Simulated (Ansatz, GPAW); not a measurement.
# A Ga chain with one Sn atom in line: relaxation, then transmission at several levels, part 2 of 4

Wanted: T(E) of a Ga chain with one Sn atom in line at a relaxed geometry in two programs, beside the unrelaxed structure.

GPAW 26.7.0 and Ansatz 0.2.0; Ansatz plane waves; relaxation of the junction with the lead ends held (the session's first sound run).

So far. Step 2 (Relaxation): The relaxation lowered the energy of the cell by 0.481 eV.

## 3. Plane waves, PBE

A plane-wave run comes first: its basis does not favour the atoms, so it serves as the reference for the orbital bases.

This step: Ansatz plane waves; Landauer transmission by layers, zero bias (Ansatz 0.2.0).

The input, input.yaml:

```yaml
crystal:
  lattice:
    - [9.0, 0.0, 0.0]
    - [0.0, 9.0, 0.0]
    - [0.0, 0.0, 33.323]
  atoms:
    - { symbol: Ga, position: [0.5, 0.5, 0.0382618612] }
    - { symbol: Ga, position: [0.5, 0.5, 0.1147855835] }
    - { symbol: Ga, position: [0.5, 0.5, 0.1913093059] }
    - { symbol: Ga, position: [0.5, 0.5, 0.2678330282] }
    - { symbol: Ga, position: [0.5937224178, 0.4518534788, 0.3454449454] }
    - { symbol: Ga, position: [0.5015455631, 0.4936670747, 0.4232129008] }
    - { symbol: Sn, position: [0.6050437539, 0.4651846753, 0.4985475451] }
    - { symbol: Ga, position: [0.5027663052, 0.5013627039, 0.5737575389] }
    - { symbol: Ga, position: [0.5993625066, 0.4807352437, 0.652499239] }
    - { symbol: Ga, position: [0.5, 0.5, 0.7321669718] }
    - { symbol: Ga, position: [0.5, 0.5, 0.8086906941] }
    - { symbol: Ga, position: [0.5, 0.5, 0.8852144165] }
    - { symbol: Ga, position: [0.5, 0.5, 0.9617381388] }
kpoints:
  mp_grid: { grid: [1, 1, 3] }
hamiltonian:
  xc: pbe
scf:
  occupations: { method: fermi_dirac, width: 0.1 }
output:
  transmission:
    leads: [[0, 1]]
    e_range: [-2, 2]
    de: 0.025
    kmesh: [1, 1]
    reduced_basis: true
  write_potential: true
  write_density: true
  volumetric_format: npy
  elf: true
```

On the command line:

```
> ansatz run input.yaml --threads 4 --pin off --max-ram 8192MiB --backend cpu --events-out ev --progress --plain --runs-dir out
```

Numbers of over 12 decimals in the logs are rounded to 6 here.

What it wrote:

```text
[...]
Crystal: 13 atoms, lattice volume = 2699.163 Å³
Basis set: ecut = 420 eV, 52723 PW (Γ)
Bands: 102, of which v1, the nominal top of the filled ones, is band 85 counted from 1 (84 counted from 0)
Symmetry: 1 space group operations
[...]
k-points: 2 of 3 (time reversal used)
[...]
SCF iter   1: F=—  HF=-51404.244018 eV  |F-HF|=—  |Δ(HF+E_count)|=         —  Δρ=1.92e-3  dr2=1.08e0  ethr=1.77e-3  ⟨swp⟩=6.0  Hψ=829  notcnv=0
[...]
SCF iter  10: F=-51404.176733 eV  HF=-51404.176733 eV  |F-HF|=2.80e-8  |Δ(HF+E_count)|=  5.02e-10  Δρ=6.92e-7  dr2=4.17e-8  ethr=5.88e-11  ⟨swp⟩=3.0  Hψ=416  notcnv=0
SCF 1 converged in 10 iterations: F = -51404.176733 eV  dr2 = 4.17e-8
[...]
transmission: 42 of 252 steps passed
transmission: 84 of 252 steps passed
[...]
transmission: 252 of 252 steps passed
WARN: The output density's exchange-correlation potential varies sharply where the density is thin. Do not read a vacuum level from v_tot or v_xc, or from such a field of the output density. On a cell that repeats whose density bears no net charge and no dipole along the vacuum's axis use v_es (v_loc + v_h of the components); under efield.dipole_correction with no amplitude use v_es + v_field, which holds any externa [...]
SCF converged after 10 iterations
Free energy (F): -51404.176733 eV
[...]
Internal energy: -51403.458847 eV  (E = F + TS)
E sigma→0 (E₀):  -51403.817790 eV
Entropy (-TS):   -0.717886 eV (-55.222 meV/atom)
Fermi energy:    -2.524786 eV
[...]
--- Band table (eV) ---
  k-point 0: bands = [... 81 lower, -2.7832, -2.6910, -2.6351, -2.5921, -2.5011, -2.4622, -2.2810, -2.1683, ... 13 higher]
  k-point 1: bands = [... 81 lower, -2.7791, -2.7272, -2.6922, -2.5548, -2.5318, -2.3677, -2.2708, -2.1021, ... 13 higher]
--- Transmission ---
  basis      : 717 plane waves across, 42 finite elements along
  points     : 1, standing for a mesh of 1 x 1
  filling    : by the input's occupations and mesh, since the crystals that have channels conduct as metals do. If one of these is a semiconductor, that mesh has misplaced its level
  energies   : 161 from -2.000000 to 2.000000 eV about the Fermi level, 0.025000 eV apart; the leads are filled to 0.000000 eV, and channels, transmission and decay are at 0.000000 eV
  crystal 0  : Ga1, at the sites [0, 1], period 2.5500 Å, over 20.40 Å; its Hamiltonian steps by up to 35.3 meV: too much for a lead, lay more layers or, if its atoms are ordered, name the step of that order
    offset         : up to 0.0000 Å between an atom of the period and one for which it stands
    filled         : 34.6 meV over the level at which it is neutral
    channels       : 3.000000e0 a spin
    conductance    : 2.8696e14 S/m² at 300 K; may be off by some 0.0 % by where its bands' edges are placed, 0.0 % from the distance to neutral
  junction   : crystal 0 to crystal 0, 0.70 to 31.47 Å
    transmission   : 9.983563e-1 a spin
    error estimate : 1.619817e-4 a spin from the reduction of the transverse basis, at the most 9.433563e-4 at -0.250000 eV
    conductance    : 9.5935e13 S/m² at 300 K (9.5934e13 on every other energy)
    error estimate : 0.0 % from the energy spacing and 0.0 % from band edges of the leads and from resonances (wavevectors taken as independent; lower de), 0.0 % from the reduction of the transverse basis, 1.1 % from the steps of its leads' Hamiltonians or their offsets (lay more layers), 0.3 % from the distance to neutral
    resistance     : 6.9389e-3 Ω µm² beyond half of each lead's own
```

Elapsed: 61 s, on 4 threads of Intel Xeon Platinum 8488C (Sapphire Rapids), shared host; peak memory 2.9 GiB.

This step gave:

```
free energy                                             : -51404.1767 eV
lead level                                              : 0 eV from the Fermi level
transmission at the Fermi level (one spin)              : 0.9984
open channels of the lead at the Fermi level (one spin) : 3
step of the potential along the lead                    : 35.3 meV
offset of the lead                                      : 0 Å
filling of the lead less its bulk value, in size        : 34.6 meV
conductance                                             : 1.003 G₀
```

One spin. The transmission, zone mean by energy, zero at the Fermi level:

| energy (eV) | transmission, zone mean |
| --- | --- |
| -2.000 | 0.0676 |
| -1.900 | 0.0595 |
| -1.800 | 0.0522 |
| -1.700 | 0.0440 |
| -1.600 | 0.0305 |
| -1.500 | 0 |
| -1.400 | 0.0892 |
| -1.300 | 0.0760 |
| -1.200 | 0.0731 |
| -1.100 | 0.0783 |
| -1.000 | 0.0940 |
| -0.900 | 0.133 |
| -0.800 | 0.242 |
| -0.700 | 0.583 |
| -0.600 | 0.999 |
| -0.500 | 0.851 |
| -0.400 | 0.872 |
| -0.300 | 0.992 |
| -0.250 | 1.43 |
| -0.200 | 1.09 |
| -0.100 | 1.02 |
| 0.000 | 0.998 |
| 0.100 | 1.02 |
| 0.200 | 1.09 |
| 0.300 | 1.22 |
| 0.400 | 1.40 |
| 0.500 | 1.62 |
| 0.600 | 1.82 |
| 0.700 | 1.99 |
| 0.800 | 2.15 |
| 0.900 | 2.29 |
| 1.000 | 2.42 |
| 1.100 | 2.51 |
| 1.200 | 2.57 |
| 1.300 | 2.61 |
| 1.400 | 2.65 |
| 1.500 | 2.68 |
| 1.600 | 2.71 |
| 1.700 | 2.73 |
| 1.800 | 2.74 |
| 1.900 | 2.75 |
| 2.000 | 2.77 |

One spin. The open channels, zone mean by energy, zero at the Fermi level:

| energy (eV) | open channels, zone mean |
| --- | --- |
| -2.000 | 1 |
| -1.900 | 1 |
| -1.800 | 1 |
| -1.700 | 1 |
| -1.600 | 1 |
| -1.500 | 0 |
| -1.400 | 1 |
| -1.300 | 1 |
| -1.200 | 1 |
| -1.100 | 1 |
| -1.000 | 1 |
| -0.900 | 1 |
| -0.800 | 1 |
| -0.700 | 1 |
| -0.600 | 1 |
| -0.500 | 1 |
| -0.400 | 1 |
| -0.300 | 1 |
| -0.200 | 3 |
| -0.100 | 3 |
| 0.000 | 3 |
| 0.100 | 3 |
| 0.200 | 3 |
| 0.300 | 3 |
| 0.400 | 3 |
| 0.500 | 3 |
| 0.600 | 3 |
| 0.700 | 3 |
| 0.800 | 3 |
| 0.900 | 3 |
| 1.000 | 3 |
| 1.100 | 3 |
| 1.200 | 3 |
| 1.300 | 3 |
| 1.400 | 3 |
| 1.500 | 3 |
| 1.600 | 3 |
| 1.700 | 3 |
| 1.800 | 3 |
| 1.900 | 3 |
| 2.000 | 3 |

Crystal 0, spin -, k parallel (0, 0); distinct values, listed up to 1.5 1/Å. The Im kz of the slowest decaying states by energy, zero at the Fermi level:

| energy (eV) | decay 1 (Å⁻¹) | decay 2 (Å⁻¹) | decay 3 (Å⁻¹) | decay 4 (Å⁻¹) |
| --- | --- | --- | --- | --- |
| -2.000 | 0.643 | 0.644 | 1.14 | 1.27 |
| -1.800 | 0.606 | 0.607 | 1.12 | 1.25 |
| -1.600 | 0.566 | 0.567 | 1.09 | 1.23 |
| -1.400 | 0.523 | 0.524 | 1.07 | 1.20 |
| -1.200 | 0.475 | 0.476 | 1.04 | 1.18 |
| -1.000 | 0.422 | 0.423 | 1.01 | 1.16 |
| -0.800 | 0.36 | 0.361 | 0.988 | 1.14 |
| -0.600 | 0.285 | 0.287 | 0.961 | 1.11 |
| -0.400 | 0.179 | 0.182 | 0.932 | 1.09 |
| -0.200 | 0.903 | 1.06 | 1.18 | 1.18 |
| 0.000 | 0.873 | 1.04 | 1.15 | 1.15 |
| 0.200 | 0.842 | 1.01 | 1.13 | 1.13 |
| 0.400 | 0.810 | 0.986 | 1.11 | 1.11 |
| 0.600 | 0.776 | 0.959 | 1.09 | 1.09 |
| 0.800 | 0.741 | 0.931 | 1.06 | 1.06 |
| 1.000 | 0.704 | 0.902 | 1.04 | 1.04 |
| 1.200 | 0.665 | 0.872 | 1.01 | 1.01 |
| 1.400 | 0.624 | 0.841 | 0.985 | 0.988 |
| 1.600 | 0.580 | 0.809 | 0.958 | 0.962 |
| 1.800 | 0.532 | 0.776 | 0.930 | 0.935 |
| 2.000 | 0.480 | 0.741 | 0.901 | 0.907 |

Crystal 0, spin -, k parallel (0, 0). Re kz of states that move upwards against energy, zero at the Fermi level:

| energy (eV) | channel 1 (Å⁻¹) | channel 2 (Å⁻¹) | channel 3 (Å⁻¹) |
| --- | --- | --- | --- |
| -2.000 | 1.18 | - | - |
| -1.900 | 1.19 | - | - |
| -1.800 | 1.20 | - | - |
| -1.700 | 1.21 | - | - |
| -1.600 | 1.22 | - | - |
| -1.500 | - | - | - |
| -1.400 | -1.23 | - | - |
| -1.300 | -1.21 | - | - |
| -1.200 | -1.20 | - | - |
| -1.100 | -1.19 | - | - |
| -1.000 | -1.18 | - | - |
| -0.900 | -1.17 | - | - |
| -0.800 | -1.16 | - | - |
| -0.700 | -1.16 | - | - |
| -0.600 | -1.15 | - | - |
| -0.500 | -1.14 | - | - |
| -0.400 | -1.13 | - | - |
| -0.300 | -1.12 | - | - |
| -0.200 | -1.11 | 0.126 | 0.130 |
| -0.100 | -1.10 | 0.201 | 0.204 |
| 0.000 | -1.09 | 0.256 | 0.258 |
| 0.100 | -1.08 | 0.300 | 0.302 |
| 0.200 | -1.07 | 0.339 | 0.341 |
| 0.300 | -1.06 | 0.374 | 0.376 |
| 0.400 | -1.05 | 0.407 | 0.408 |
| 0.500 | -1.04 | 0.436 | 0.438 |
| 0.600 | -1.03 | 0.464 | 0.466 |
| 0.700 | -1.03 | 0.491 | 0.492 |
| 0.800 | -1.02 | 0.516 | 0.517 |
| 0.900 | -1.01 | 0.540 | 0.541 |
| 1.000 | -1.000 | 0.564 | 0.565 |
| 1.100 | -0.991 | 0.586 | 0.587 |
| 1.200 | -0.983 | 0.608 | 0.609 |
| 1.300 | -0.974 | 0.629 | 0.630 |
| 1.400 | -0.966 | 0.649 | 0.650 |
| 1.500 | -0.957 | 0.669 | 0.670 |
| 1.600 | -0.949 | 0.688 | 0.689 |
| 1.700 | -0.940 | 0.707 | 0.708 |
| 1.800 | -0.932 | 0.726 | 0.726 |
| 1.900 | -0.924 | 0.744 | 0.744 |
| 2.000 | -0.916 | 0.761 | 0.762 |

The electrostatic potential energy of an electron (with the applied field's), less the Fermi level, planar mean oscillates, so the rows of the table below give means over windows of 2.52 Å about each position, cut where the curve ends. Its maxima inside the range that stand out by 2 % of the span (Å: eV): 2.5: 3.63, 5.0: 3.62, 7.6: 3.53, 10.2: 3.48, 12.9: 3.56, 15.3: 3.73, 16.6: 3.36, 17.9: 3.73, 20.4: 3.54, 23.1: 3.48, 25.8: 3.52, 28.3: 3.62, 30.8: 3.63. Its minima: 1.3: 2.62, 3.9: 2.62, 6.4: 2.58, 8.9: 2.48, 11.6: 2.45, 14.1: 2.66, 16.1: 3.10, 17.2: 3.09, 19.1: 2.65, 21.8: 2.41, 24.4: 2.46, 27.0: 2.58, 29.5: 2.62, 32.0: 2.62.

Table of electrostatic potential energy of an electron (with the applied field's), less the Fermi level, planar mean by z; means over each step:

| z (Å) | electrostatic potential energy of an electron (with the applied field's), less the Fermi level, planar mean (eV) |
| --- | --- |
| 1.26 | 3.09 |
| 3.78 | 3.10 |
| 6.30 | 3.06 |
| 8.82 | 2.97 |
| 11.34 | 2.95 |
| 13.86 | 3.12 |
| 16.38 | 3.34 |
| 18.90 | 3.14 |
| 21.42 | 2.93 |
| 23.94 | 2.95 |
| 26.46 | 3.04 |
| 28.98 | 3.10 |
| 31.50 | 3.10 |

The valence density, planar mean oscillates, so the rows of the table below give means over windows of 2.52 Å about each position, cut where the curve ends. Its maxima inside the range that stand out by 2 % of the span (Å: e/Å³): 1.3: 0.210, 3.9: 0.215, 6.4: 0.216, 8.9: 0.213, 11.6: 0.213, 14.1: 0.214, 16.6: 0.161, 19.1: 0.216, 21.8: 0.214, 24.4: 0.213, 27.0: 0.216, 29.5: 0.215, 32.0: 0.210. Its minima: 2.5: 0.0138, 5.0: 0.0139, 7.7: 0.0137, 10.2: 0.0130, 12.7: 0.0129, 15.3: 0.0175, 17.9: 0.0176, 20.4: 0.0125, 23.1: 0.0121, 25.6: 0.0136, 28.3: 0.0139, 30.8: 0.0137.

Table of valence density, planar mean by z; means over each step:

z (Å), valence density, planar mean (e/Å³) and a bar from the least value:
```
     1.26      0.064 #####
     3.78      0.064 #####
     6.30      0.064 #####
     8.82      0.063 ####
    11.34      0.063 ##
    13.86      0.064 #####
    16.38      0.068 ##############################
    18.90      0.065 ##########
    21.42      0.063 
    23.94      0.063 
    26.46      0.064 ####
    28.98      0.063 ####
    31.50      0.063 ####
```

Valence density in the ca plane at fractional y = 0.481, with atoms of Ga and Sn within 0.2 Å of it. It is the smooth field of the valence electrons, not physical close to the nuclei.

Values in e/Å³, 13 rows by 16 columns, each cell a mean:
```
 0  0  0  0  0  0  0  0  0  0  0  0  0  0  0  0
 0  0  0  0  0  0  0  0  0  0  0  0  0  0  0  0
 0  0  0  0  0  0  0  0  0  0  0  0  0  0  0  0
 0  0  0  0  0  0  0  0  0  1  0  0  0  0  0  0
 0  0  0  1  4  0  0  0  1  6  1  0  0  0  9  0
 0  2  1  1  7  0  2  2  1  6  1  2  1  1 12  1
 0 11  3  0  0  0  9  7  0  0  0  8  5  0  0  0
 0  1  0  0  0  0  1  0  0  0  0  1  0  0  0  0
 0  0  0  0  0  0  0  0  0  0  0  0  0  0  0  0
 0  0  0  0  0  0  0  0  0  0  0  0  0  0  0  0
 0  0  0  0  0  0  0  0  0  0  0  0  0  0  0  0
 0  0  0  0  0  0  0  0  0  0  0  0  0  0  0  0
 0  0  0  0  0  0  0  0  0  0  0  0  0  0  0  0
```
Columns run along c (16.0 Å, from fractional 0.22 to 0.70 of the cell), rows up along a (9.0 Å). Atoms in or near the plane, at fractional coordinates: Ga at (0.27, 0.50), Ga at (0.42, 0.50), Sn at (0.50, 0.61), Ga at (0.57, 0.50), Ga at (0.65, 0.60).

ELF in the ca plane at fractional y = 0.481, with atoms of Ga and Sn within 0.2 Å of it. It is the smooth field of the valence electrons, not physical close to the nuclei.

Ten even steps from '0' (0.00) to '9' (0.66), each cell a mean:
```
00000000000000000000000000000000000000000000
00000000000100000000001122221100000000011100
00000000112221100000012344443210000001233321
00000001234554210000124677775421000013566642
10000001367886421000136899998631000135899874
21111112589998742101257998899742101257999996
32222224788767863111368866668853111368766897
54334445775445674333467653356764333576544578
76554567764214576544577520035774345675311368
77644457853113587433467420025764345775221358
68532246863213686421357531135753124785312358
68521136864334786311258644446752113696433468
58531136864445796411358754457752114797544468
67643357853334697543468755567764345896433358
66665568742112589755677544445776567985211247
54567888631011378987775433334567789863100136
32346776421001246777643221122346777642000024
11123444210000123444321111111123444321000012
00011222100000011221110000000001111110000001
00000010000000000000000000000000000000000000
00000000000000000000000000000000000000000000
00000000000000000000000000000000000000000000
00000000000000000000000000000000000000000000
00000000000000000000000000000000000000000000
```
Columns run along c (16.0 Å, from fractional 0.22 to 0.70 of the cell), rows up along a (9.0 Å). Atoms in or near the plane, at fractional coordinates: Ga at (0.27, 0.50), Ga at (0.42, 0.50), Sn at (0.50, 0.61), Ga at (0.57, 0.50), Ga at (0.65, 0.60).

Electrostatic potential energy in the ca plane at fractional y = 0.481, with atoms of Ga and Sn within 0.2 Å of it. With pseudopotentials it is smooth inside the atoms' cores, unlike the true potential.

Values in eV, 13 rows by 16 columns, each cell a mean:
```
  1   1   1   1   1   1   1   2   2   2   2   1   1   1   1   1
  1   1   1   1   1   1   1   2   2   1   2   1   1   1   1   1
  1   1   1   1   0   1   1   1   1   0   1   1   1   1   0   1
  1   0   1  -2  -6  -1   1   1  -4 -12  -3   1   0  -2  -8  -2
 -1  -4  -2 -11 -24  -6  -3  -3 -11  -5 -10  -3  -3  -9 -25 -10
 -6 -20 -14 -13 -25  -9 -18 -17 -12  -5 -11 -19 -16 -11 -26 -11
-10 -25 -19  -5 -11  -4 -23 -21  -6 -12  -6 -23 -20  -4 -11  -4
 -4 -15  -9   0  -1  -1 -13 -11   0   0  -1 -13 -10   0  -1   0
  0  -1  -1   1   1   1  -1  -1   1   1   1  -1   0   1   1   1
  1   1   1   1   1   1   1   1   1   2   1   1   1   1   1   1
  1   1   1   1   1   1   1   1   2   2   2   1   1   1   1   1
  1   1   1   1   1   1   1   1   2   2   2   1   1   1   1   1
  1   1   1   1   1   1   1   1   2   2   2   1   1   1   1   1
```
Columns run along c (16.0 Å, from fractional 0.22 to 0.70 of the cell; values clipped at the 3rd and 97th percentile), rows up along a (9.0 Å). Atoms in or near the plane, at fractional coordinates: Ga at (0.27, 0.50), Ga at (0.42, 0.50), Sn at (0.50, 0.61), Ga at (0.57, 0.50), Ga at (0.65, 0.60).

T at the Fermi level is 0.998; the potential still steps by 35.3 meV from one lead period to the next, more than the program accepts for a lead, so the cell is too short for a firm reference, and the program's own error estimates apply.

(Continued in part 3 of 4.)

[Logs are printed without paths, hosts, clocks, repeated set-up lines and the standing remarks that a program may print on its own settings, such as how far it seeks lower states.]

[Hosts, paths, dates, database ids (printed as entryN), source tags and the programs' standing remarks are cut or masked in the printed files.]
